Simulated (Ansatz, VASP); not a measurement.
## Sr: VASP beside Ansatz

The input POSCAR:

```
Sr
1.0
    4.0671279462     -2.6880604413      0.0000000000
    4.0671279462      2.6880604413      0.0000000000
    0.0000000000      0.0000000000     10.9652684531
Sr
4
Direct
    0.8500000000      0.1500000000      0.1170000000
    0.6500000000      0.3500000000      0.6170000000
    0.1500000000      0.8500000000      0.8830000000
    0.3500000000      0.6500000000      0.3830000000
```

File INCAR.step1:

```
SYSTEM = Sr
PREC = Accurate ; ENCUT = 520
ISMEAR = 0 ; SIGMA = 0.1
LREAL = .False. ; LASPH = .True.
NELM = 100 ; NBANDS = 28
GGA = PE ; ALGO = Normal
EDIFF = 1E-4 ; LWAVE = .True.
LCHARG = .False.
```

Contents of INCAR.step2:

```
SYSTEM = Sr
PREC = Accurate ; ENCUT = 520
EDIFF = 1E-6 ; ISMEAR = 0
SIGMA = 0.1 ; LREAL = .False.
LASPH = .True. ; NELM = 100
ALGO = Normal ; ISIF = 2
LWAVE = .False. ; LCHARG = .False.
METAGGA = R2SCAN ; LMIXTAU = .True.
NBANDS = 28 ; ISTART = 1
```

KPOINTS

```
Automatic mesh
0
Gamma
  4 4 2
  0 0 0
```

Input for Ansatz:

```yaml
crystal:
  lattice:
    - [4.0671279462, -2.6880604413, 0.0]
    - [4.0671279462, 2.6880604413, 0.0]
    - [0.0, 0.0, 10.9652684531]
  atoms:
    - { symbol: Sr, position: [0.85, 0.15, 0.117] }
    - { symbol: Sr, position: [0.65, 0.35, 0.617] }
    - { symbol: Sr, position: [0.15, 0.85, 0.883] }
    - { symbol: Sr, position: [0.35, 0.65, 0.383] }
basis:
  ecutwfc: 500
kpoints:
  mp_grid: { grid: [4, 4, 2] }
hamiltonian:
  xc: r2scan
scf:
  occupations: { method: gaussian, width: 0.1 }
  lower_state_search: "off"
output:
  forces: true
  stress: true
  eigenvalues: true
```

Alike in both runs: task single point; functional r2SCAN; k mesh 4 × 4 × 2; occupations gaussian, width 0.1 eV; no spin polarisation.

```csv
,VASP,Ansatz
version,VASP 6.6.1,Ansatz 0.2.0
potentials or method,"VASP PAW PBE potentials, release 64 (Sr_sv)","scalar-relativistic, plane waves, PAW"
plane-wave cutoff (eV),520,500
valence electrons in the cell,40,40
```

VASP gave:

| Property | Result |
| --- | --- |
| gap on the k mesh at the Fermi level (eV) | none |
| pressure (GPa) | -0.1 |
| largest component of the traceless stress (GPa) | 4.80 |
| rms of the force components (eV/Å) | 1.063 |

What did Ansatz give for the same quantities?

gap on the k mesh at the Fermi level (eV): none; pressure (GPa): -0.1; largest component of the traceless stress (GPa): 4.80; rms of the force components (eV/Å): 1.060.

Atom by atom the forces differ by 0.003 eV/Å (rms over components). A gap of «none» marks a metal or a gap that the smearing closes. The functional is the same, so the differences come from potentials, cutoffs and numerics.

Caveats: the PAW data sets were made with another functional, which shifts forces and pressure a little (VASP).
